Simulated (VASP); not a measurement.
Input of a VASP 6.6.1 run:

Contents of INCAR:

```
PREC = Accurate
ENCUT = 420
EDIFF = 1E-7
ISMEAR = 0
SIGMA = 0.01
LREAL = False
LASPH = True
NELM = 100
ALGO = Normal
ISIF = 2
LWAVE = False
LCHARG = False
ISPIN = 2
MAGMOM = 0 0 0 0 0 0 0 0 0 0 0 0 0 0 0 0 0 0 0 0 0 0 0 0 0 0 0 0 0 0 0 0 0 0 0 0 0 0 0 0 0 0 0 0 0 0 0 0 0 0 0 0 0 0 1 0 0 0 0 0 0 0 0
LORBIT = 11
NUPDOWN = 1
GGA = PE
LHYPERFINE = True
NELECT = 255
ISYM = 0
NCORE = 4
NGYROMAG = 3.0777 10.7084
LEFG = True
QUAD_EFG = 20.44 0
```

The input KPOINTS:

```
regular mesh
0
Gamma
  1 1 1
```

The input POSCAR:

```
C20N                                    
1.0
    7.1431000000      0.0000000000      0.0000000000
    0.0000000000      7.1431000000      0.0000000000
    0.0000000000      0.0000000000      7.1431000000
  N               C             
     3    60
Direct
     0.1349360839504479    0.1349360746994702    0.1370015733560154
     0.1349360842448264    0.8629984489371878    0.8650639171538005
     0.8629984456172343    0.1349360863689855    0.8650639136102407
     0.0053671547253534    0.2492442300259524    0.2494641223963485
     0.1249398461462993    0.3762739126261898    0.3764872204013547
     0.2492442227420952    0.0053671529549397    0.2494641303431762
     0.3762739054476750    0.1249398504511604    0.3764872317435720
     0.2480330852403672    0.2480330839651412    0.0056798376949855
     0.3758958420744299    0.3758958394885587    0.1251617628152796
     0.0000141314273094    0.0000141440035762    0.4999477648408301
     0.1221260724689997    0.1221260880740179    0.6283779920701982
     0.9943202154692582    0.2480330843683461    0.7519669049710632
     0.1221260711627694    0.3716220428239458    0.8778739549572548
     0.2480330918468626    0.9943202284753410    0.7519668873259576
     0.3716220416829542    0.1221260693158181    0.8778739686957980
     0.2494960870036699    0.2494960810180767    0.5021753127501355
     0.3742963336225735    0.3742963426229550    0.6257037024518994
     0.0000141450150015    0.5000522053226021    0.9999859229184437
     0.1242149950811299    0.6267073874022265    0.1230089271640279
     0.9994952579420894    0.7518330883154939    0.2481668992369431
     0.1242150032878168    0.8769910479360195    0.3732926155803064
     0.2503213675307948    0.5013716990131227    0.2495321745300089
     0.3749443461338616    0.6255682497255229    0.3744317053977379
     0.2492442476189773    0.7505358947433487    0.9946328742817112
     0.3723306123312691    0.8775650211400372    0.1224350017450981
     0.0001963744485588    0.4999396108588633    0.5000604008958980
     0.1249398441951878    0.6235127374671761    0.6237261027187927
     0.0053670567608286    0.7505358637581292    0.7507558031631592
     0.2494960861253300    0.4978247095023848    0.7505039715607646
     0.3762739080340872    0.6235127239619950    0.8750601447021478
     0.2503213930367437    0.7504678560191984    0.4986283305884179
     0.3758958629824957    0.8748382663348420    0.6241041555334672
     0.5000521885990209    0.0000141563750314    0.9999859189967668
     0.6267073849326008    0.1242150028706630    0.1230089393748057
     0.5013716957239871    0.2503213701183100    0.2495321909852360
     0.6255682464372135    0.3749443103682817    0.3744317133180917
     0.7518331061398045    0.9994952918061176    0.2481668639437272
     0.8769910453906312    0.1242150170718124    0.3732926197357722
     0.7505358990594418    0.2492442396828889    0.9946328655722090
     0.8775650319076506    0.3723306235853052    0.1224349851849151
     0.4999396166199571    0.0001963723187706    0.5000604174347195
     0.6235127524664261    0.1249398416451270    0.6237261171992872
     0.4978247178110180    0.2494960838566974    0.7505039648566963
     0.6235127436556289    0.3762739086242905    0.8750601449513394
     0.7505358578004016    0.0053670664597922    0.7507558184892057
     0.7504678476033070    0.2503213813187184    0.4986283284871727
     0.8748382712996675    0.3758958632951596    0.6241041552646694
     0.4999395654975928    0.4999395442595088    0.9998036379083182
     0.6238997213686553    0.6238997286578416    0.1241965736465399
     0.4988492394153833    0.7507599138787172    0.2492401044912002
     0.6238998414961661    0.8758033234876348    0.3761001337922800
     0.7507599132151241    0.4988492390448240    0.2492401103425833
     0.8758034169591848    0.6238998827951598    0.3761001037421240
     0.7518328347034603    0.7518328476492402    0.0005050474457312
     0.8622599794648790    0.8622599725617885    0.1377398792991535
     0.5001388632598326    0.5001388769763651    0.4998610914234305
     0.6255683338077747    0.6255683237603518    0.6250555815364929
     0.5013716949707824    0.7504677821465155    0.7496786209219666
     0.6267073711364989    0.8769909883290277    0.8757850796486527
     0.7504677804824148    0.5013717088966394    0.7496786280812693
     0.8769910005118496    0.6267073686719231    0.8757850684541347
     0.7507598630055634    0.7507598754226499    0.5011507115474784
     0.8775649598607833    0.8775649723442229    0.6276693563291960
```

Potentials or basis: VASP PAW PBE potentials, release 64 (N, C).

Run with:

```sh
$ cat potpaw_PBE.64/N/POTCAR potpaw_PBE.64/C/POTCAR > POTCAR
$ mpirun -np 8 vasp_std > vasp.out
```

Problem. What does it give for the largest force?

Solution. 0.006 eV/Å.

Hyperfine coupling, principal values (MHz):
```tsv
atom	values
1 N	8.3, 8.2, 14.0
2 N	8.3, 8.2, 14.0
3 N	8.3, 8.2, 14.0
4 C	-2.2, -0.4, -2.3
5 C	2.1, 1.6, 2.5
6 C	-2.2, -0.4, -2.3
7 C	2.1, 1.6, 2.5
8 C	-0.9, -0.6, 2.3
9 C	-0.4, -0.1, 3.6
10 C	-2.1, -0.4, -2.2
11 C	0.7, 0.3, 1.3
12 C	-0.9, -0.6, 2.3
13 C	0.7, 0.3, 1.3
14 C	-0.9, -0.6, 2.3
15 C	0.7, 0.3, 1.3
16 C	0.8, 0.7, 0.9
17 C	0.6, 0.6, 1.1
18 C	-2.1, -0.4, -2.2
19 C	4.2, 3.4, 7.8
20 C	-22.8, -18.1, -23.9
21 C	4.2, 3.4, 7.8
22 C	-0.7, -0.6, -1.4
23 C	1.7, 1.4, 2.7
24 C	-2.2, -0.4, -2.3
25 C	2.2, 1.6, 3.9
26 C	0.3, -0.3, 4.9
27 C	2.1, 1.6, 2.5
28 C	-2.2, -0.4, -2.3
29 C	0.8, 0.7, 0.9
30 C	2.1, 1.6, 2.5
31 C	-0.7, -0.6, -1.4
32 C	-0.4, -0.1, 3.6
33 C	-2.1, -0.4, -2.2
34 C	4.2, 3.4, 7.8
35 C	-0.7, -0.6, -1.4
36 C	1.7, 1.4, 2.7
37 C	-22.8, -18.1, -23.9
38 C	4.2, 3.4, 7.8
39 C	-2.2, -0.4, -2.3
40 C	2.2, 1.6, 3.9
41 C	0.3, -0.3, 4.9
42 C	2.1, 1.6, 2.5
43 C	0.8, 0.7, 0.9
44 C	2.1, 1.6, 2.5
45 C	-2.2, -0.4, -2.3
46 C	-0.7, -0.6, -1.4
47 C	-0.4, -0.1, 3.6
48 C	0.3, -0.3, 4.9
49 C	38.6, 38.3, 55.7
50 C	-2.9, -1.2, -3.0
51 C	38.6, 38.3, 55.7
52 C	-2.9, -1.2, -3.0
53 C	38.6, 38.3, 55.7
54 C	-22.8, -18.1, -23.9
55 C	179.9, 179.9, 388.2
56 C	-0.3, -0.3, 0.5
57 C	1.7, 1.4, 2.7
58 C	-0.7, -0.6, -1.4
59 C	4.2, 3.4, 7.8
60 C	-0.7, -0.6, -1.4
61 C	4.2, 3.4, 7.8
62 C	-2.9, -1.2, -3.0
63 C	2.2, 1.6, 3.9
```

Caveat: the total moment is fixed, so each spin has its own Fermi level.
